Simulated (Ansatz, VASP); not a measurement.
One calculation of Si, two programs

Contents of INCAR:

```
PREC = Accurate ; ENCUT = 520
EDIFF = 1E-6 ; ISMEAR = 0
SIGMA = 0.1 ; LREAL = False
LASPH = True ; NELM = 100
ALGO = Normal ; ISIF = 2
LWAVE = False ; LCHARG = True
LDIPOL = True ; IDIPOL = 3
DIPOL = 0.5 0.5 0.265 ; GGA = PE
IVDW = 12 ; LELF = True
LVHAR = True ; LVACPOTAV = True
NBANDS = 11
```

Contents of KPOINTS:

```
regular mesh
0
Gamma
  9 9 1
```

File POSCAR:

```
Si
1.0
    3.8472023606      0.0000000000      0.0000000000
   -1.9236011803      3.3317749778      0.0000000000
    0.0000000000      0.0000000000     15.9723485690
Si
2
Direct
    0.3333333333      0.6666666667      0.2800056954
    0.6666666667      0.3333333333      0.2504328016
```

Input for Ansatz:

```yaml
crystal:
  lattice:
    - [3.8472023606, 0.0, 0.0]
    - [-1.9236011803, 3.3317749778, 0.0]
    - [0.0, 0.0, 15.972348569]
  atoms:
    - { symbol: Si, position: [0.3333333333, 0.6666666667, 0.2800056954] }
    - { symbol: Si, position: [0.6666666667, 0.3333333333, 0.2504328016] }
basis:
  ecutwfc: 420
kpoints:
  mp_grid: { grid: [9, 9, 1] }
hamiltonian:
  xc: pbe
  dispersion: d3bj
scf:
  occupations: { method: gaussian, width: 0.1 }
output:
  forces: true
  eigenvalues: true
efield:
  axis: 3
  dipole_correction: true
  ramp_width: 0.04
```

Alike in both runs: task single point; functional PBE; dispersion D3(BJ); k mesh 9 × 9 × 1; occupations gaussian, width 0.1 eV; no spin polarisation.

|  | VASP | Ansatz |
| --- | --- | --- |
| version | VASP 6.6.1 | Ansatz 0.2.0 |
| potentials or method | VASP PAW PBE potentials, release 64 (Si) | scalar-relativistic, plane waves, PAW |
| plane-wave cutoff (eV) | 520 | 420 |
| valence electrons in the cell | 8 | 8 |

```csv
,VASP,Ansatz,Ansatz less VASP
gap on the k mesh at the Fermi level (eV),none,none,-
"work function, face that differs most (eV)",4.59,4.59,-0.003
```

A gap of «none» marks a metal or a gap that the smearing closes. With one functional, cell and mesh, what is left measures potentials, basis and numerics.
